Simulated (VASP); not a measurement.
Crystal: MoS2.

```
Mo S
1.0
     3.14489    1.92978    4.43933
     3.14489   -1.92978    4.43933
     6.29599    0.00000    0.00000
Mo S
2 4
Direct
  0.00000 0.00000 0.00000
  0.50000 0.50000 0.50000
  0.14445 0.14445 0.54345
  0.64445 0.64445 0.04345
  0.35555 0.35555 0.95655
  0.85555 0.85555 0.45655
```

The cell comes from a database or a generator and needn't be the stable form of this composition.

Base run:

- Program: VASP 6.6.1
- Functional: PBEsol
- Potentials or basis: VASP PAW PBE potentials, release 64 (Mo_sv, S)
- Cutoff: 520 eV
- k mesh: 5 × 5 × 4
- Occupations: gaussian, width 0.05 eV
- Spin: collinear spin, antiferromagnetic start
- Starting moments: [1.0, -1.0, 0.0, 0.0, 0.0, 0.0] μB
- Hubbard terms: Mo d U = 2 eV

Its results: band gap on the k mesh none (metal or under the smearing width); pressure -1.5 GPa; net moment 0.00 μB per cell; site moments Mo +1.87, -1.87; S -0.03, +0.03 μB; largest force 1.471 eV/Å.

Problem. The run is repeated on the same cell with these changes: functional from PBEsol to PBE. What comes out?

Solution. Band gap on the k mesh none (metal or under the smearing width); pressure 3.7 GPa; net moment 0.00 μB per cell; site moments Mo +1.93, -1.93; S -0.04, +0.04 μB; largest force 1.482 eV/Å.

PBE binds less tightly than PBEsol, so the same cell stands under more pressure.

Caveats: the PAW data sets were made with another functional, which shifts forces and pressure a little (some runs); forces of over 1 eV/Å show positions far from the minimum, so gaps and moduli don't describe the material at rest (some runs).

Not every run made on this cell is shown here.
